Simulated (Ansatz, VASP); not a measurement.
# Cross-check of C between VASP and Ansatz, part 2 of 3

Wanted: the spread between two codes on one cell, functional and k mesh. The cell is taken from a series of VASP runs on this material, whose earlier steps may have relaxed, scaled or displaced it; both programs get it as it stands.

VASP 6.6.1 and Ansatz 0.2.0.

So far: The structure; Ansatz: zone-centre phonons, LDA.

### 3. VASP: zone-centre phonons, LDA

Level of this step: LDA; plane waves and PAW (C) (VASP).

The same cell, functional (in two slightly different forms) and mesh now go to VASP, with its own data sets and cutoff.

Lines of VASP's logs that name or quote its potential files are left out, and so is its time.

Contents of INCAR:

```
SYSTEM = C
PREC = Accurate
ENCUT = 520
EDIFF = 1E-08
NELM = 100
ISMEAR = 0
SIGMA = 0.03
LREAL = .FALSE.
ALGO = Normal
GGA = CA
NBANDS = 10
LORBIT = 11
LWAVE = .FALSE.
LCHARG = .FALSE.
KPAR = 2
IBRION = 8
LEPSILON = .TRUE.
ISIF = 2
```

Contents of POSCAR:

```
C
1.0
    0.0000000000      1.7677755000      1.7677755000
    1.7677755000      0.0000000000      1.7677755000
    1.7677755000      1.7677755000      0.0000000000
C
2
Direct
    0.0000000000      0.0000000000      0.0000000000
    0.2500000000      0.2500000000      0.2500000000
```

Contents of KPOINTS:

```
Automatic mesh
0
Gamma
14 14 14
0 0 0
```

PAW data sets: C (LDA family, release 64).

Started as:

```
$ mpirun -np 2 vasp_std
```

Numbers of over 12 decimals in the logs are rounded to 6 here.

Log:

```text
[banner, memory and clock lines left out]
running    2 mpi-ranks, on    1 nodes
 distrk:  each k-point on    1 cores,    2 groups
 distr:  one band on    1 cores,    1 groups

 POSCAR found type information on POSCAR C
 POSCAR found :  1 types and       2 ions
 LDA part: xc-table for (Slater(with rela. corr.)+CA(PZ))
 , standard interpolation
 POSCAR, INCAR and KPOINTS ok, starting setup
 FFT: planning ... GRIDC
 FFT: planning ... GRID_SOFT
 FFT: planning ... GRID
 WAVECAR not read
 entering main loop
       N       E                     dE             d eps       ncg     rms          rms(c)
DAV:   1    -0.228501786325E+01   -0.22850E+01   -0.48131E+03  2144   0.786E+02
DAV:   2    -0.207648021208E+02   -0.18480E+02   -0.17802E+02  2782   0.125E+02
DAV:   3    -0.211059659860E+02   -0.34116E+00   -0.34051E+00  2426   0.139E+01
DAV:   4    -0.211066484417E+02   -0.68246E-03   -0.68242E-03  2260   0.764E-01
DAV:   5    -0.211066495256E+02   -0.10840E-05   -0.10840E-05  2392   0.282E-02    0.589E+00
DAV:   6    -0.204678984491E+02    0.63875E+00   -0.36670E-01  2168   0.448E+00    0.342E+00
DAV:   7    -0.202456832577E+02    0.22222E+00   -0.43037E-01  2242   0.486E+00    0.757E-01
DAV:   8    -0.202455009405E+02    0.18232E-03   -0.89397E-03  2214   0.851E-01    0.264E-02
DAV:   9    -0.202454889467E+02    0.11994E-04   -0.33328E-05  2382   0.484E-02    0.194E-02
DAV:  10    -0.202454903715E+02   -0.14248E-05   -0.17350E-06  2264   0.118E-02    0.448E-03
DAV:  11    -0.202454903156E+02    0.55900E-07   -0.57225E-08  2366   0.197E-03    0.700E-04
DAV:  12    -0.202454903077E+02    0.78868E-08   -0.11995E-09  1256   0.346E-04
   1 F= -.20245490E+02 E0= -.20245490E+02  d E =-.249774E-14
 Linear response reoptimize wavefunctions to high precision
DAV:   1    -0.202454903061E+02    0.15977E-08   -0.72244E-11  1350   0.904E-05
DAV:   2    -0.202454903061E+02   -0.15802E-10   -0.30442E-12  1088   0.178E-05
 Linear response G [H, r] |phi>, progress :
  Direction:   1
       N       E                     dE             d eps       ncg     rms
RMM:   1    -0.325284504245E+02   -0.32528E+02   -0.57236E+00  4830   0.433E+01
RMM:   2    -0.323637769240E+02    0.16467E+00   -0.10094E+00  3300   0.857E+00
RMM:   3    -0.323718420065E+02   -0.80651E-02   -0.36242E-03  3486   0.507E-01
RMM:   4    -0.323718891500E+02   -0.47143E-04   -0.28141E-05  3664   0.399E-02
RMM:   5    -0.323718897205E+02   -0.57048E-06   -0.29041E-07  3609   0.382E-03
RMM:   6    -0.323718897399E+02   -0.19397E-07   -0.88003E-08  3361   0.520E-04
RMM:   7    -0.323718897361E+02    0.37873E-08   -0.57958E-08  2738   0.202E-04
 Linear response G [H, r] |phi>, progress :
  Direction:   2
       N       E                     dE             d eps       ncg     rms
RMM:   1    -0.355487712371E+02   -0.35549E+02   -0.53553E+01  4830   0.415E+01
RMM:   2    -0.329245096956E+02    0.26243E+01   -0.68809E-01  3296   0.738E+00
RMM:   3    -0.329275537567E+02   -0.30441E-02   -0.28455E-03  3468   0.426E-01
RMM:   4    -0.329275553488E+02   -0.15921E-05   -0.22510E-05  3693   0.352E-02
RMM:   5    -0.329275553627E+02   -0.13876E-07   -0.18300E-07  3633   0.311E-03
RMM:   6    -0.329275553671E+02   -0.43821E-08   -0.24521E-08  3398   0.437E-04
 Linear response G [H, r] |phi>, progress :
  Direction:   3
       N       E                     dE             d eps       ncg     rms
RMM:   1    -0.226140022286E+02   -0.22614E+02    0.41733E+01  4613   0.403E+01
RMM:   2    -0.224114981047E+02    0.20250E+00   -0.93864E-01  3251   0.784E+00
RMM:   3    -0.224131304725E+02   -0.16324E-02   -0.62399E-03  3494   0.477E-01
RMM:   4    -0.224130236354E+02    0.10684E-03   -0.83481E-05  3590   0.391E-02
RMM:   5    -0.224130206395E+02    0.29960E-05   -0.34371E-06  3508   0.380E-03
RMM:   6    -0.224130203873E+02    0.25219E-06   -0.32195E-07  3193   0.520E-04
RMM:   7    -0.224130203606E+02    0.26638E-07    0.65394E-08  2502   0.194E-04
RMM:   8    -0.224130203547E+02    0.58810E-08    0.68074E-07  2300   0.165E-04
RMM:   9    -0.224130203539E+02    0.80311E-09   -0.41965E-08  2096   0.164E-04
 Linear response to external field (no local field effect), progress :
  Direction:   1
       N       E                     dE             d eps       ncg     rms          rms(c)
RMM:   1    -0.178049142007E+00   -0.17805E+00   -0.65035E-01  4612   0.225E+00
RMM:   2    -0.182191249840E+00   -0.41421E-02   -0.10476E-03  3327   0.270E-01
RMM:   3    -0.182195537209E+00   -0.42874E-05   -0.30929E-06  3359   0.112E-02
RMM:   4    -0.182195555186E+00   -0.17978E-07   -0.12549E-08  3303   0.758E-04
RMM:   5    -0.182195555252E+00   -0.65578E-10   -0.14375E-10  2443   0.517E-05
 change of polarisation eV/A/(eV/A) component  1 :     0.364     0.162     0.047
 dielectric tensor                  component  1 :     6.968     2.657     0.769
 Linear response to external field (no local field effect), progress :
  Direction:   2
       N       E                     dE             d eps       ncg     rms          rms(c)
RMM:   1    -0.174759618078E+00   -0.17476E+00   -0.62081E-01  4601   0.227E+00
RMM:   2    -0.178771569599E+00   -0.40120E-02   -0.10120E-03  3342   0.272E-01
RMM:   3    -0.178775624661E+00   -0.40551E-05   -0.31711E-06  3374   0.112E-02
RMM:   4    -0.178775644394E+00   -0.19733E-07   -0.13276E-08  3341   0.806E-04
RMM:   5    -0.178775644465E+00   -0.71014E-10   -0.24044E-10  2471   0.528E-05
 change of polarisation eV/A/(eV/A) component  2 :     0.162     0.358    -0.062
 dielectric tensor                  component  2 :     2.657     6.856    -1.011
 Linear response to external field (no local field effect), progress :
  Direction:   3
       N       E                     dE             d eps       ncg     rms          rms(c)
RMM:   1    -0.893571936570E-01   -0.89357E-01   -0.31630E-01  4541   0.168E+00
RMM:   2    -0.916562833245E-01   -0.22991E-02   -0.51808E-04  3290   0.189E-01
RMM:   3    -0.916583413875E-01   -0.20581E-05   -0.15154E-06  3351   0.825E-03
RMM:   4    -0.916583496317E-01   -0.82441E-08   -0.55508E-09  3275   0.581E-04
 change of polarisation eV/A/(eV/A) component  3 :     0.047    -0.062     0.183
 dielectric tensor                  component  3 :     0.769    -1.011     4.002
 Linear response to external field, progress :
  Direction:   1
       N       E                     dE             d eps       ncg     rms          rms(c)
RMM:   1    -0.147403638547E+00   -0.14740E+00   -0.52930E-01 10780   0.207E+00
RMM:   2    -0.150873039636E+00   -0.34694E-02   -0.85832E-04  7742   0.243E-01    0.692E-01
RMM:   3    -0.148620270833E+00    0.22528E-02   -0.74223E-04  7736   0.210E-01    0.403E-01
RMM:   4    -0.153487076481E+00   -0.48668E-02   -0.10894E-03  7742   0.256E-01    0.326E-02
RMM:   5    -0.153884547705E+00   -0.39747E-03   -0.11582E-05  7949   0.267E-02    0.280E-03
RMM:   6    -0.153898376308E+00   -0.13829E-04   -0.35237E-08  8191   0.167E-03    0.151E-03
RMM:   7    -0.153901719515E+00   -0.33432E-05   -0.55724E-09  8171   0.713E-04    0.102E-04
RMM:   8    -0.153902288021E+00   -0.56851E-06   -0.89943E-11  6604   0.645E-05    0.257E-05
RMM:   9    -0.153902172401E+00    0.11562E-06   -0.25366E-11  3587   0.226E-05    0.215E-06
 change of polarisation eV/A/(eV/A) component  1 :     0.291     0.089     0.033
 dielectric tensor                  component  1 :     5.766     1.452     0.548
 Linear response to external field, progress :
  Direction:   2
       N       E                     dE             d eps       ncg     rms          rms(c)
RMM:   1    -0.147381207569E+00   -0.14738E+00   -0.52908E-01 10792   0.207E+00
RMM:   2    -0.150873046153E+00   -0.34918E-02   -0.85913E-04  7743   0.244E-01    0.692E-01
RMM:   3    -0.148621272195E+00    0.22518E-02   -0.74210E-04  7737   0.210E-01    0.403E-01
RMM:   4    -0.153487244382E+00   -0.48660E-02   -0.10890E-03  7745   0.256E-01    0.326E-02
RMM:   5    -0.153884446610E+00   -0.39720E-03   -0.11579E-05  7942   0.267E-02    0.280E-03
RMM:   6    -0.153898393526E+00   -0.13947E-04   -0.34988E-08  8187   0.167E-03    0.151E-03
RMM:   7    -0.153901722762E+00   -0.33292E-05   -0.56463E-09  8177   0.712E-04    0.102E-04
RMM:   8    -0.153902300418E+00   -0.57766E-06   -0.15665E-10  6581   0.645E-05    0.257E-05
RMM:   9    -0.153902181580E+00    0.11884E-06   -0.87247E-11  3615   0.229E-05    0.215E-06
 change of polarisation eV/A/(eV/A) component  2 :     0.072     0.291     0.004
 dielectric tensor                  component  2 :     1.185     5.766     0.074
 Linear response to external field, progress :
  Direction:   3
       N       E                     dE             d eps       ncg     rms          rms(c)
RMM:   1    -0.147381113532E+00   -0.14738E+00   -0.52908E-01 10792   0.207E+00
RMM:   2    -0.150873020941E+00   -0.34919E-02   -0.86022E-04  7745   0.244E-01    0.692E-01
RMM:   3    -0.148621268756E+00    0.22518E-02   -0.74405E-04  7735   0.210E-01    0.403E-01
RMM:   4    -0.153487123568E+00   -0.48659E-02   -0.10911E-03  7745   0.256E-01    0.326E-02
RMM:   5    -0.153884465314E+00   -0.39734E-03   -0.11584E-05  7945   0.267E-02    0.280E-03
RMM:   6    -0.153898392796E+00   -0.13927E-04   -0.35394E-08  8189   0.167E-03    0.151E-03
RMM:   7    -0.153901726973E+00   -0.33342E-05   -0.56705E-09  8177   0.713E-04    0.103E-04
RMM:   8    -0.153902298795E+00   -0.57182E-06   -0.15832E-10  6599   0.652E-05    0.257E-05
RMM:   9    -0.153902183665E+00    0.11513E-06   -0.88078E-11  3578   0.228E-05    0.214E-06
 change of polarisation eV/A/(eV/A) component  3 :     0.015     0.059     0.291
 dielectric tensor                  component  3 :     0.245     0.971     5.766
 Linear response DOF=           1
 Linear response progress:
  Degree of freedom:   1/  1
       N       E                     dE             d eps       ncg     rms          rms(c)
RMM:   1    -0.119714819991E+00   -0.11971E+00   -0.18919E-02 20483   0.207E+00
RMM:   2    -0.110538208151E+00    0.91766E-02   -0.33433E-03 13035   0.397E-01    0.189E-01
RMM:   3    -0.110610046655E+00   -0.71839E-04   -0.33502E-04 12857   0.112E-01    0.103E-01
RMM:   4    -0.111398538921E+00   -0.78849E-03   -0.34054E-04 12739   0.116E-01    0.133E-02
RMM:   5    -0.111346388718E+00    0.52150E-04   -0.19826E-05 13884   0.139E-02    0.101E-03
RMM:   6    -0.111344777269E+00    0.16114E-05   -0.18514E-06 13886   0.818E-04    0.449E-04
RMM:   7    -0.111341998020E+00    0.27792E-05   -0.27177E-07 14234   0.357E-04    0.664E-05
RMM:   8    -0.111341953086E+00    0.44934E-07    0.32839E-09 14216   0.516E-05    0.101E-05
RMM:   9    -0.111341826244E+00    0.12684E-06    0.11103E-08 14813   0.251E-05    0.149E-06
RMM:  10    -0.111341827204E+00   -0.96000E-09   -0.14539E-08 11945   0.132E-05    0.139E-07
 first order change of Fermi-energy   0.46779E-04
 force on displaced ion       1 direction 1 : -38.582   0.000   0.000
 Born effective charge ion    1 direction 1 :   0.000   0.000   0.000
 Born effective charges drift removed
 Linear response finished
```

From OUTCAR (step 3):

```text
ion  position               nearest neighbor table
   1  0.000  0.000  0.000-   2 1.53   2 1.53   2 1.53   2 1.53
   2  0.250  0.250  0.250-   1 1.53   1 1.53   1 1.53   1 1.53

  LATTYP: Found a face centered cubic cell.
 ALAT       =     3.5355510000

 Subroutine GETGRP returns: Found 48 space group operations
 (whereof 24 operations were pure point group operations)

The static configuration has the point symmetry T_d .
 The point group associated with its full space group is O_h .

 Found    104 irreducible k-points:

   k-points           NKPTS =    104   k-points in BZ     NKDIM =    104   number of bands    NBANDS=     10

   dimension x,y,z NGX =    20 NGY =   20 NGZ =   20
   dimension x,y,z NGXF=    40 NGYF=   40 NGZF=   40

   ENCUT  =  520.0 eV  38.22 Ry    6.18 a.u.   4.65  4.65  4.65*2*pi/ulx,y,z

   NELECT =       8.0000    total number of electrons

 k-points in reciprocal lattice and weights: Automatic mesh
   0.00000000  0.00000000  0.00000000       0.000
   0.07142857  0.00000000  0.00000000       0.003
   0.14285714  0.00000000  0.00000000       0.003
   0.21428571  0.00000000  0.00000000       0.003
   0.28571429  0.00000000  0.00000000       0.003
   0.35714286  0.00000000  0.00000000       0.003
   0.42857143  0.00000000  0.00000000       0.003
   0.50000000  0.00000000  0.00000000       0.001
   0.07142857  0.07142857  0.00000000       0.002
[...]
-0.28571429  0.42857143  0.21428571       0.009
  -0.28571429  0.50000000  0.21428571       0.004

 average (electrostatic) potential at core
       1 -49.1162       2 -49.1162

  Total        0.0070181      0.0070181      0.0070181     -0.0000000     -0.0000000      0.0000000
  in kB        1.0176948      1.0176948      1.0176948     -0.0000000     -0.0000000      0.0000000
  external PRESSURE =       1.0176948 kB  Pullay stress =       0.0000000 kB

  energy-cutoff  :      520.00
  volume of cell :       11.05
      direct lattice vectors                 reciprocal lattice vectors
     0.000000000  1.767775500  1.767775500    -0.282841345  0.282841345  0.282841345
     1.767775500  0.000000000  1.767775500     0.282841345 -0.282841345  0.282841345
     1.767775500  1.767775500  0.000000000     0.282841345  0.282841345 -0.282841345

 POSITION                                       TOTAL-FORCE (eV/Angst)
 -----------------------------------------------------------------------------------
      0.00000      0.00000      0.00000         0.000000      0.000000      0.000000
      0.88389      0.88389      0.88389        -0.000000     -0.000000     -0.000000
 -----------------------------------------------------------------------------------
    total drift:                                0.000000      0.000000      0.000000

 MACROSCOPIC STATIC DIELECTRIC TENSOR (including local field effects in DFT)
 ------------------------------------------------------
           5.765878    -0.000000     0.000000
           0.000000     5.765878     0.000000
          -0.000000    -0.000000     5.765878
 ------------------------------------------------------

 PIEZOELECTRIC TENSOR (including local field effects)  for field in x, y, z        (C/m^2)
          XX          YY          ZZ          XY          YZ          ZX
  --------------------------------------------------------------------------------
  x    -0.00000     0.00000    -0.00000    -0.00000     0.00000     0.00000
  y    -0.00000    -0.00000    -0.00000     0.00000    -0.00000     0.00000
  z     0.00000     0.00000     0.00000     0.00000     0.00000    -0.00000

 BORN EFFECTIVE CHARGES (including local field effects) (in |e|, cummulative output)
 ---------------------------------------------------------------------------------
 ion    1
    1    -0.00000    -0.00000    -0.00000
    2     0.00000    -0.00000    -0.00000
    3     0.00000    -0.00000     0.00000
 ion    2
    1     0.00000     0.00000     0.00000
    2     0.00000     0.00000     0.00000
    3     0.00000     0.00000    -0.00000

 Eigenvectors and eigenvalues of the dynamical matrix
 ----------------------------------------------------

   1 f  =   39.624955 THz   248.970932 2PiTHz 1321.746211 cm-1   163.875571 meV
             X         Y         Z           dx          dy          dz
      0.000000  0.000000  0.000000     0.000000   -0.707107    0.000000
      0.883888  0.883888  0.883888     0.000000    0.707107    0.000000

   2 f  =   39.624955 THz   248.970932 2PiTHz 1321.746211 cm-1   163.875571 meV
             X         Y         Z           dx          dy          dz
      0.000000  0.000000  0.000000    -0.707107    0.000000    0.000000
      0.883888  0.883888  0.883888     0.707107    0.000000    0.000000

   3 f  =   39.624955 THz   248.970932 2PiTHz 1321.746211 cm-1   163.875571 meV
             X         Y         Z           dx          dy          dz
      0.000000  0.000000  0.000000     0.000000    0.000000   -0.707107
      0.883888  0.883888  0.883888     0.000000    0.000000    0.707107

   4 f  =    0.000000 THz     0.000000 2PiTHz    0.000000 cm-1     0.000000 meV
             X         Y         Z           dx          dy          dz
      0.000000  0.000000  0.000000     0.707107    0.000000    0.000000
      0.883888  0.883888  0.883888     0.707107    0.000000    0.000000

   5 f  =    0.000000 THz     0.000000 2PiTHz    0.000000 cm-1     0.000000 meV
             X         Y         Z           dx          dy          dz
      0.000000  0.000000  0.000000     0.000000    0.707107    0.000000
      0.883888  0.883888  0.883888     0.000000    0.707107    0.000000

   6 f  =    0.000000 THz     0.000000 2PiTHz    0.000000 cm-1     0.000000 meV
             X         Y         Z           dx          dy          dz
      0.000000  0.000000  0.000000     0.000000    0.000000    0.707107
      0.883888  0.883888  0.883888     0.000000    0.000000    0.707107

 MACROSCOPIC STATIC DIELECTRIC TENSOR IONIC CONTRIBUTION
 ------------------------------------------------------
           0.000000     0.000000    -0.000000
           0.000000     0.000000    -0.000000
          -0.000000    -0.000000     0.000000
 ------------------------------------------------------

 ELASTIC MODULI CONTR FROM IONIC RELAXATION (kBar)
 Direction    XX          YY          ZZ          XY          YZ          ZX
 --------------------------------------------------------------------------------
 XX          -0.0000     -0.0000      0.0000      0.0000     -0.0000     -0.0000
 YY          -0.0000     -0.0000     -0.0000      0.0000      0.0000     -0.0000
 ZZ           0.0000     -0.0000     -0.0000     -0.0000      0.0000     -0.0000
 XY           0.0000      0.0000     -0.0000    -63.5735      0.0000      0.0000
 YZ          -0.0000      0.0000      0.0000      0.0000    -63.5735      0.0000
 ZX          -0.0000     -0.0000     -0.0000      0.0000      0.0000    -63.5735
 --------------------------------------------------------------------------------

 PIEZOELECTRIC TENSOR IONIC CONTR  for field in x, y, z        (C/m^2)
          XX          YY          ZZ          XY          YZ          ZX
  --------------------------------------------------------------------------------
  x    -0.00000     0.00000     0.00000    -0.00000    -0.00000    -0.00000
  y    -0.00000    -0.00000    -0.00000    -0.00000     0.00000    -0.00000
  z    -0.00000    -0.00000     0.00000     0.00000     0.00000    -0.00000
```

### 4. Differences

Known differences besides the potentials themselves: the two LDA forms differ slightly; the cutoff is 420 eV in Ansatz and 520 eV in VASP; VASP's log shows a relativistic correction to its local exchange, Ansatz's none. Total energies have different zeros and are not compared.

The two programs side by side:

```csv
quantity,Ansatz,VASP,difference
ε∞ xx,5.77,5.77,+0.06 %
ε∞ yy,5.77,5.77,+0.06 %
ε∞ zz,5.77,5.77,+0.06 %
Born charge of C1 (mean of the diagonal) (e),0.00,0.00,0.00
optical mode 1 to 3 (cm⁻¹),1319.0,1321.7,-0.20 %
```

Modes are paired by rising frequency and degeneracy, not by their patterns, so a pair may still set unlike modes beside each other.

(Part 2 of 3 ends here.)

[Lines on the potential files, build, host, timing and source positions are cut from VASP's logs without a mark.]

[Logs are printed without paths, hosts, clocks, repeated set-up lines and the standing remarks that a program may print on its own settings, such as how far it seeks lower states.]

[Hosts, paths, dates, database ids (printed as entryN), source tags and the programs' standing remarks are cut or masked in the printed files.]
